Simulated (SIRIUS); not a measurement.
**Zn in SIRIUS: convergence with gk cutoff**

Input of the first run (gk cutoff 1.93 1/bohr); the others differ in this setting and in those tied to it:

File sirius.json:

```json
{
  "control": {
    "processing_unit": "cpu",
    "std_evp_solver_name": "lapack",
    "gen_evp_solver_name": "lapack",
    "verbosity": 2,
    "print_forces": true,
    "ortho_rf": true,
    "use_second_variation": true,
    "rmt_max": 3.0,
    "num_bands_to_print": 16,
    "save_wf": true
  },
  "parameters": {
    "electronic_structure_method": "full_potential_lapwlo",
    "xc_functionals": ["XC_LDA_X", "XC_LDA_C_PW"],
    "core_relativity": "dirac",
    "valence_relativity": "iora",
    "num_fv_states": 16,
    "smearing": "fermi_dirac",
    "smearing_width": 0.0018374661,
    "pw_cutoff": 20,
    "gk_cutoff": 1.93,
    "lmax_apw": 10,
    "lmax_rho": 8,
    "lmax_pot": 8,
    "num_mag_dims": 0,
    "auto_rmt": 0,
    "ngridk": [12, 12, 12],
    "shiftk": [0, 0, 0],
    "num_dft_iter": 80,
    "energy_tol": 1e-07,
    "density_tol": 1e-05,
    "use_symmetry": true
  },
  "settings": {"tol_ne": 1e-10},
  "iterative_solver": {"type": "exact"},
  "mixer": {"type": "anderson", "beta": 0.5, "max_history": 8},
  "unit_cell": {
    "lattice_vectors": [
      [-2.9650502094, 2.9650502094, 2.9650502094],
      [2.9650502094, -2.9650502094, 2.9650502094],
      [2.9650502094, 2.9650502094, -2.9650502094]
    ],
    "atom_types": ["Zn"],
    "atom_files": {"Zn": "Zn.json"},
    "atoms": {"Zn": [[0.0, 0.0, 0.0]]}
  }
}
```

The input Zn.json:

```json
{
  "name": "zinc",
  "symbol": "Zn",
  "number": 30,
  "mass": 65.38,
  "rmin": 1e-06,
  "rmt": 2.4,
  "nrmt": 800,
  "rinf": 14.28,
  "core": "1s2s2p",
  "valence": [
    {"basis": [{"enu": 0.01, "dme": 0, "n": 0, "auto": 0}, {"enu": 0.01, "dme": 1, "n": 0, "auto": 0}]},
    {"l": 0, "n": 1, "basis": [{"enu": 0.11, "dme": 0, "n": 0, "auto": 0}]},
    {"l": 1, "n": 2, "basis": [{"enu": 0.11, "dme": 0, "n": 0, "auto": 0}]},
    {"l": 2, "n": 3, "basis": [{"enu": 0.0819, "dme": 0, "n": 0, "auto": 0}]},
    {"l": 3, "n": 4, "basis": [{"enu": 0.11, "dme": 0, "n": 0, "auto": 0}]}
  ],
  "lo": [
    {"l": 0, "basis": [{"enu": 0.11, "dme": 0, "n": 0, "auto": 0}, {"enu": 0.11, "dme": 1, "n": 0, "auto": 0}]},
    {
      "l": 0,
      "basis": [{"enu": -4.3769, "dme": 0, "n": 3, "auto": 1}, {"enu": -4.3769, "dme": 1, "n": 3, "auto": 1}]
    },
    {
      "l": 0,
      "basis": [{"enu": -4.3769, "dme": 1, "n": 3, "auto": 1}, {"enu": 0.11, "dme": 0, "n": 0, "auto": 0}]
    },
    {"l": 0, "basis": [{"enu": 0.11, "dme": 0, "n": 0, "auto": 0}, {"enu": 2.8878, "dme": 0, "n": 0, "auto": 0}]},
    {"l": 1, "basis": [{"enu": 0.11, "dme": 0, "n": 0, "auto": 0}, {"enu": 0.11, "dme": 1, "n": 0, "auto": 0}]},
    {
      "l": 1,
      "basis": [{"enu": -2.7179, "dme": 0, "n": 3, "auto": 1}, {"enu": -2.7179, "dme": 1, "n": 3, "auto": 1}]
    },
    {
      "l": 1,
      "basis": [{"enu": -2.7179, "dme": 1, "n": 3, "auto": 1}, {"enu": 0.11, "dme": 0, "n": 0, "auto": 0}]
    },
    {"l": 1, "basis": [{"enu": 0.11, "dme": 0, "n": 0, "auto": 0}, {"enu": 3.3044, "dme": 0, "n": 0, "auto": 0}]},
    {
      "l": 2,
      "basis": [{"enu": 0.0819, "dme": 0, "n": 0, "auto": 0}, {"enu": 0.0819, "dme": 1, "n": 0, "auto": 0}]
    },
    {
      "l": 2,
      "basis": [{"enu": 0.0819, "dme": 1, "n": 0, "auto": 0}, {"enu": 0.0819, "dme": 2, "n": 0, "auto": 0}]
    },
    {
      "l": 2,
      "basis": [{"enu": 0.0819, "dme": 0, "n": 0, "auto": 0}, {"enu": 2.7903, "dme": 0, "n": 0, "auto": 0}]
    },
    {"l": 3, "basis": [{"enu": 0.11, "dme": 0, "n": 0, "auto": 0}, {"enu": 0.11, "dme": 1, "n": 0, "auto": 0}]},
    {"l": 3, "basis": [{"enu": 0.11, "dme": 0, "n": 0, "auto": 0}, {"enu": 3.1308, "dme": 0, "n": 0, "auto": 0}]}
  ],
  "free_atom": [... radial grid and density of the free atom, the start of the SCF ...]
}
```

Contents of sirius_start.json:

```json
{
  "control": {
    "processing_unit": "cpu",
    "std_evp_solver_name": "lapack",
    "gen_evp_solver_name": "lapack",
    "verbosity": 1,
    "print_forces": false,
    "ortho_rf": true,
    "use_second_variation": true,
    "rmt_max": 3.0,
    "num_bands_to_print": 16,
    "save_wf": false
  },
  "parameters": {
    "electronic_structure_method": "full_potential_lapwlo",
    "xc_functionals": ["XC_LDA_X", "XC_LDA_C_PW"],
    "core_relativity": "dirac",
    "valence_relativity": "iora",
    "num_fv_states": 16,
    "smearing": "fermi_dirac",
    "smearing_width": 0.0055123983,
    "pw_cutoff": 20,
    "gk_cutoff": 1.54,
    "lmax_apw": 10,
    "lmax_rho": 8,
    "lmax_pot": 8,
    "num_mag_dims": 0,
    "auto_rmt": 0,
    "ngridk": [5, 5, 5],
    "shiftk": [0, 0, 0],
    "num_dft_iter": 30,
    "energy_tol": 0.01,
    "density_tol": 0.05,
    "use_symmetry": true
  },
  "settings": {"tol_ne": 1e-10},
  "iterative_solver": {"type": "exact"},
  "mixer": {"type": "anderson", "beta": 0.5, "max_history": 8},
  "unit_cell": {
    "lattice_vectors": [
      [-2.9650502094, 2.9650502094, 2.9650502094],
      [2.9650502094, -2.9650502094, 2.9650502094],
      [2.9650502094, 2.9650502094, -2.9650502094]
    ],
    "atom_types": ["Zn"],
    "atom_files": {"Zn": "Zn.json"},
    "atoms": {"Zn": [[0.0, 0.0, 0.0]]}
  }
}
```

Potentials or basis: all-electron FP-LAPW, apw+lo standard.

The run is started by

```sh
$ OMP_NUM_THREADS=1 sirius.scf --input=sirius_start.json --output=start.json
$ OMP_NUM_THREADS=1 sirius.scf --input=sirius.json --output=output.json --task=1
```

This isn't the form of Zn at room conditions, which is hcp.

Hardware: 1 thread of Arm Neoverse V1, on a shared host.

```csv
gk cutoff,"energy less the tightest run, at zero smearing (meV/atom)",SCF cycles,CPU time (s),peak memory (GiB)
1.93 1/bohr,3056.82,7,15,0.26
2.28 1/bohr,1241.13,7,15,0.26
2.63 1/bohr,458.39,7,16,0.27
2.98 1/bohr,148.12,6,16,0.28
3.33 1/bohr,42.22,6,17,0.29
3.68 1/bohr,9.38,6,18,0.3
4.03 1/bohr,0.00,6,22,0.35
```

Not settled before the last step: the energy (to 1 meV/atom). The tightest run that finished is the yardstick and may itself not be fully converged.
